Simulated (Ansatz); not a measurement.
## Ru: experiment and calculation

**What was measured.**

“A solution for 4-propylguaiacol hydrodeoxygenation without ring saturation”, 2024, pmc:11283461 quotes, for a bulk crystal of Ru: lattice constant a 2.706 Å.

From a printed reference work, data compilation, for a bulk crystal of Ru at 293.15 K: lattice constant c 4.28168 Å.

How close the calculation comes is told below.

Theory: Ansatz 0.2.0, DFT PBEsol, scalar-relativistic, plane waves, PAW.

Settings: cutoff 420 eV, Γ-centred mesh 18×18×10 on the computed 2-atom cell, Gaussian smearing of 0.10 eV; no spin polarisation.

Relaxed structure, symmetry kept:

```xyz
2
Lattice="2.6895 0.0000 0.0000 -1.3448 2.3292 0.0000 0.0000 0.0000 4.2519" Properties=species:S:1:pos:R:3 pbc="T T T"
Ru    0.0000    1.5528    1.0630
Ru    1.3448    0.7764    3.1889
```

| Item | Value |
| --- | --- |
| Space group | P6_3/mmc (No. 194) |
| Volume per atom | 13.32 Å³ |
| Formation energy from the elements' standard states (uncorrected) | +0.003 eV/atom |
| Kohn–Sham band gap | none (metal) |
| Density of states at the Fermi level | 1.60 states/eV per cell |
| Löwdin character within 0.5 eV of the Fermi level | Ru 4d 93 % |
| Bulk modulus | 346 GPa |
| Its pressure derivative | 4.8 |
| Bader charges (e) | Ru (2 in the cell) 0.00 |

Measured lattice constant a of Ru: 2.706 Å (quoted in the paper above). This calculation gives 2.690 Å (-0.6 %). Against the measured lattice constant c of Ru, 4.28168 Å (293.15 K; a printed reference work, data compilation), the calculated 4.252 Å is off by -0.7 %. The calculation is for 0 K without zero-point motion.